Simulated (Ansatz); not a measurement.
# PbO: a single-point run

Wanted: a converged single-point run for PbO, and a check of what comes out. The structure is shown as the input types it. The cell is built on a prototype (rocksalt) and needn't be the phase found in nature.

Method: density functional or hybrid calculation with the settings of its input, plane waves (as first typed), in Ansatz 0.2.0.

2 further runs of the same task are left out: 1 for a known fault of the program, 1 that didn't finish.

## Step 1: Starting point

The structure is cubic, space group Fm-3m (No. 225). The conventional cell has a = 5.213 Å, b = 5.213 Å, c = 5.213 Å, α = 90.00°, β = 90.00°, γ = 90.00°. Pb (site symmetry m-3m) has 6 O at 2.61 Å as nearest neighbours. O (site symmetry m-3m) is surrounded by 6 Pb at 2.61 Å.

Structure file:

```cif
data_structure
_symmetry_space_group_name_H-M 'P 1'
_symmetry_Int_Tables_number 1
_cell_length_a 3.6862
_cell_length_b 3.6862
_cell_length_c 3.6862
_cell_angle_alpha 60.000
_cell_angle_beta 60.000
_cell_angle_gamma 60.000
_cell_volume 35.42
loop_
_atom_site_label
_atom_site_type_symbol
_atom_site_fract_x
_atom_site_fract_y
_atom_site_fract_z
_atom_site_occupancy
Pb1 Pb 0.00000 0.00000 0.00000 1
O1 O 0.50000 0.50000 0.50000 1
```

## Step 2: Input and run

Input file input.yaml:

```yaml
crystal:
  lattice:
    - [0.0, 2.6065174968, 2.6065174968]
    - [2.6065174968, 0.0, 2.6065174968]
    - [2.6065174968, 2.6065174968, 0.0]
  atoms:
    - { symbol: Pb, position: [0.0, 0.0, 0.0] }
    - { symbol: O, position: [0.5, 0.5, 0.5] }
kpoints:
  mp_grid: { grid: [6, 6, 6] }
hamiltonian:
  xc: pbesol
scf:
  occupations: { method: gaussian, width: 4 }
  n_extra_bands: 4
output:
  forces: true
  stress: true
  eigenvalues: true
```

Launch:

```sh
$ ansatz run input.yaml --threads 4 --pin off --max-ram 3686MiB --backend cpu --events-out ev --progress --plain --runs-dir out
```

Q: Will this input give a usable result? If not, why, and what should change?

This run ends as converged. Convergence says nothing about whether the input makes sense.

The suspect setting: scf.occupations.method is gaussian; scf.occupations.width is 4. The width is far wider than usual, so occupations near the Fermi level are blurred and the entropy term grows.

Run again and compare: delete scf.occupations.width (the default then holds) and set scf.occupations.method to fixed.
